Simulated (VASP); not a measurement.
# Band gap of BeTe: cutoff, mesh and cell, part 2 of 2

How far does the LDA gap of BeTe depend on cutoff, mesh and cell? The starting structure is a computed structure from the Materials Project. Cell and atoms stay as given unless a step says otherwise.

VASP 6.6.1.

Results so far: reference 1.905 eV; cell and atoms relaxed by LDA 1.779 eV; no band path 1.905 eV.

**5. Bands with a cutoff of 500 eV**

Level of this step: LDA; plane waves and PAW (Te, Be) (VASP).

Against step 2 the input has ENCUT = 500.

Contents of INCAR:

```
SYSTEM = BeTe
PREC = Accurate
ENCUT = 500
EDIFF = 1E-06
NELM = 100
ISMEAR = 0
SIGMA = 0.03
LREAL = .FALSE.
ALGO = Normal
GGA = CA
NBANDS = 16
LORBIT = 11
LWAVE = .FALSE.
LCHARG = .FALSE.
KPAR = 4
```

Contents of POSCAR:

```
BeTe
1.0
    0.0000000000      2.8314587876      2.8314587876
    2.8314587876      0.0000000000      2.8314587876
    2.8314587876      2.8314587876      0.0000000000
Te Be
1 1
Direct
    0.2500000000      0.2500000000      0.2500000000
    0.0000000000      0.0000000000      0.0000000000
```

Contents of KPOINTS:

```
Automatic mesh
0
Gamma
6 6 6
0 0 0
```

Contents of KPOINTS_OPT:

```
Line mode
10
Line-mode
Reciprocal
  0.00000000   0.00000000   0.00000000 GAMMA
  0.50000000   0.00000000   0.50000000 X

  0.50000000   0.00000000   0.50000000 X
  0.50000000   0.25000000   0.75000000 W

  0.50000000   0.25000000   0.75000000 W
  0.37500000   0.37500000   0.75000000 K

  0.37500000   0.37500000   0.75000000 K
  0.00000000   0.00000000   0.00000000 GAMMA

  0.00000000   0.00000000   0.00000000 GAMMA
  0.50000000   0.50000000   0.50000000 L

  0.50000000   0.50000000   0.50000000 L
  0.62500000   0.25000000   0.62500000 U

  0.62500000   0.25000000   0.62500000 U
  0.50000000   0.25000000   0.75000000 W

  0.50000000   0.25000000   0.75000000 W
  0.50000000   0.50000000   0.50000000 L

  0.50000000   0.50000000   0.50000000 L
  0.37500000   0.37500000   0.75000000 K

  0.62500000   0.25000000   0.62500000 U
  0.50000000   0.00000000   0.50000000 X
```

The projector-augmented-wave data sets are Te and Be (LDA family, release 64).

On the command line:

```
$ mpirun -np 4 vasp_std
```

What it wrote:

```text
[... set-up lines as in an earlier step ...]
 entering main loop
       N       E                     dE             d eps       ncg     rms          rms(c)
DAV:   1     0.186221904294E+02    0.18622E+02   -0.30152E+03   512   0.391E+02
DAV:   2    -0.778374961118E+01   -0.26406E+02   -0.25303E+02   696   0.755E+01
DAV:   3    -0.885206212736E+01   -0.10683E+01   -0.10669E+01   632   0.147E+01
DAV:   4    -0.886349928029E+01   -0.11437E-01   -0.11437E-01   696   0.169E+00
[...]
DAV:   9    -0.869709555664E+01   -0.56826E-04   -0.18164E-04   688   0.627E-02    0.291E-02
DAV:  10    -0.869709824441E+01   -0.26878E-05   -0.14095E-05   624   0.133E-02    0.123E-02
DAV:  11    -0.869709809022E+01    0.15419E-06   -0.80786E-07   568   0.388E-03
   1 F= -.86970981E+01 E0= -.86970981E+01  d E =-.226936E-20
 Start KPOINTS_OPT (optional k-point list driver)
k-point batch [1-16\100]
       N       E                     dE             ncg
DAV:   1     0.441006617276E+03   -0.23597E+04      512
DAV:   2     0.361957355865E+02   -0.40481E+03      696
DAV:   3     0.188467492045E+02   -0.17349E+02      704
DAV:   4     0.186656449723E+02   -0.18110E+00      640
DAV:   5     0.186623136380E+02   -0.33313E-02      712
DAV:   6     0.186622308000E+02   -0.82838E-04      672
DAV:   7     0.186622283113E+02   -0.24887E-05      696
DAV:   8     0.186622282500E+02   -0.61339E-07      552
[...]
k-point batch [97-100\100]
       N       E                     dE             ncg
DAV:   1     0.343229483878E+04   -0.12456E+04      128
DAV:   2     0.332965380928E+04   -0.10264E+03      176
DAV:   3     0.332572834027E+04   -0.39255E+01      152
DAV:   4     0.332566924148E+04   -0.59099E-01      184
DAV:   5     0.332566806841E+04   -0.11731E-02      144
DAV:   6     0.332566803460E+04   -0.33812E-04      192
DAV:   7     0.332566803355E+04   -0.10487E-05      168
DAV:   8     0.332566803352E+04   -0.26170E-07      160
```

Elapsed: 30 s, on 4 MPI ranks of AMD EPYC 7R43, shared host; peak memory 0.49 GiB; 1.9 min of CPU time.

From OUTCAR (step 5):

```text
  Total       -0.8608570     -0.8608570     -0.8608570      0.0000000      0.0000000     -0.0000000
  in kB      -30.3795178    -30.3795178    -30.3795178      0.0000000      0.0000000     -0.0000000
  external PRESSURE =     -30.3795178 kB  Pullay stress =       0.0000000 kB

  FREE ENERGIE OF THE ION-ELECTRON SYSTEM (eV)
  ---------------------------------------------------
  free  energy   TOTEN  =        -8.6970980902 eV

  energy  without entropy=       -8.6970980902  energy(sigma->0) =       -8.69709809

[... 2 parts as in an earlier step ...]

[... 2 further parts left out ...]
[key lines of the parts left out:]
E-fermi :   4.9493
```

With a cutoff of 500 eV the gap is 1.905 eV, +0.000 eV from the reference.

**6. Bands with a 10×10×10 mesh**

Against step 2 the input has a 10×10×10 mesh.

Changes to INCAR since step 5:

```diff
@@ -2,3 +2,3 @@
 PREC = Accurate
-ENCUT = 500
+ENCUT = 350
 EDIFF = 1E-06
```

POSCAR is that of step 5.

Contents of KPOINTS:

```
Automatic mesh
0
Gamma
10 10 10
0 0 0
```

KPOINTS_OPT is that of step 5.

On the command line:

```
$ mpirun -np 4 vasp_std
```

What it wrote:

```text
[... set-up lines as in an earlier step ...]
 entering main loop
       N       E                     dE             d eps       ncg     rms          rms(c)
DAV:   1     0.139447871236E+02    0.13945E+02   -0.25211E+03  1504   0.300E+02
DAV:   2    -0.803338453158E+01   -0.21978E+02   -0.21152E+02  2048   0.653E+01
DAV:   3    -0.885883036548E+01   -0.82545E+00   -0.82462E+00  1896   0.122E+01
DAV:   4    -0.886845658824E+01   -0.96262E-02   -0.96260E-02  2032   0.148E+00
[...]
DAV:   9    -0.870264644630E+01   -0.55814E-04   -0.17889E-04  2032   0.614E-02    0.308E-02
DAV:  10    -0.870264936869E+01   -0.29224E-05   -0.14882E-05  1928   0.136E-02    0.131E-02
DAV:  11    -0.870264919496E+01    0.17373E-06   -0.86597E-07  1744   0.395E-03
   1 F= -.87026492E+01 E0= -.87026492E+01  d E =-.750694E-20
 Start KPOINTS_OPT (optional k-point list driver)
k-point batch [1-47\100]
       N       E                     dE             ncg
DAV:   1     0.110104496775E+04   -0.67302E+04     1504
DAV:   2     0.891533886836E+02   -0.10119E+04     2016
DAV:   3     0.484979117295E+02   -0.40655E+02     1992
DAV:   4     0.480621101598E+02   -0.43580E+00     2048
DAV:   5     0.480548164138E+02   -0.72937E-02     2016
DAV:   6     0.480546395682E+02   -0.17685E-03     2016
DAV:   7     0.480546346298E+02   -0.49384E-05     1816
DAV:   8     0.480546344683E+02   -0.16155E-06     1688
[...]
k-point batch [95-100\100]
       N       E                     dE             ncg
DAV:   1     0.935180168913E+04   -0.12859E+04      192
DAV:   2     0.922516147665E+04   -0.12664E+03      264
DAV:   3     0.922078785594E+04   -0.43736E+01      248
DAV:   4     0.922071990073E+04   -0.67955E-01      288
DAV:   5     0.922071923243E+04   -0.66830E-03      256
DAV:   6     0.922071921491E+04   -0.17518E-04      272
DAV:   7     0.922071921437E+04   -0.53983E-06      232
```

It took 23 s on 4 MPI ranks; peak memory 0.43 GiB; 87 s of CPU time.

Parts of OUTCAR (step 6):

```text
  Total       -0.8730324     -0.8730324     -0.8730324      0.0000000      0.0000000     -0.0000000
  in kB      -30.8091846    -30.8091846    -30.8091846      0.0000000      0.0000000     -0.0000000
  external PRESSURE =     -30.8091846 kB  Pullay stress =       0.0000000 kB

 POSITION                                       TOTAL-FORCE (eV/Angst)
 -----------------------------------------------------------------------------------
      1.41573      1.41573      1.41573        -0.000000      0.000000      0.000000
      0.00000      0.00000      0.00000         0.000000     -0.000000     -0.000000
 -----------------------------------------------------------------------------------
    total drift:                                0.000000      0.000000      0.000000

  FREE ENERGIE OF THE ION-ELECTRON SYSTEM (eV)
  ---------------------------------------------------
  free  energy   TOTEN  =        -8.7026491950 eV

  energy  without entropy=       -8.7026491950  energy(sigma->0) =       -8.70264919

[... 1 part as in an earlier step ...]

[... 2 further parts left out ...]
[key lines of the parts left out:]
E-fermi :   4.9402
```

With a 10×10×10 mesh the gap is 1.907 eV, +0.002 eV from the reference.

**7. The runs compared**

```csv
run,gap (eV),change (eV),core minutes
reference,1.905,-,0.627
cell and atoms relaxed by LDA,1.779,-0.125,0.467
no band path,1.905,0.0,0.12
a cutoff of 500 eV,1.905,0.0,2.0
a 10×10×10 mesh,1.907,0.002,1.53
```

Core minutes are wall time times ranks of the run shown, on a shared host.

**8. What came out**

```json
{
 "reference gap": "1.905 eV",
 "gap with cell and atoms relaxed by LDA": "1.779 eV",
 "gap with no band path": "1.905 eV",
 "gap with a cutoff of 500 eV": "1.905 eV",
 "gap with a 10×10×10 mesh": "1.907 eV"
}
```

Among the runs that read a gap along the path, the one with cell and atoms relaxed by LDA moves it most, by -0.125 eV. On finer settings it changes by +0.000 eV with a cutoff of 500 eV and +0.002 eV with a 10×10×10 mesh. The functional's own error isn't tested here. Further runs on this material are not shown.

[Lines on the potential files, build, host, timing and source positions are cut from VASP's logs without a mark.]

[Logs are printed without paths, hosts, clocks, repeated set-up lines and the standing remarks that a program may print on its own settings, such as how far it seeks lower states.]

[Hosts, paths, dates, database ids (printed as entryN), source tags and the programs' standing remarks are cut or masked in the printed files.]
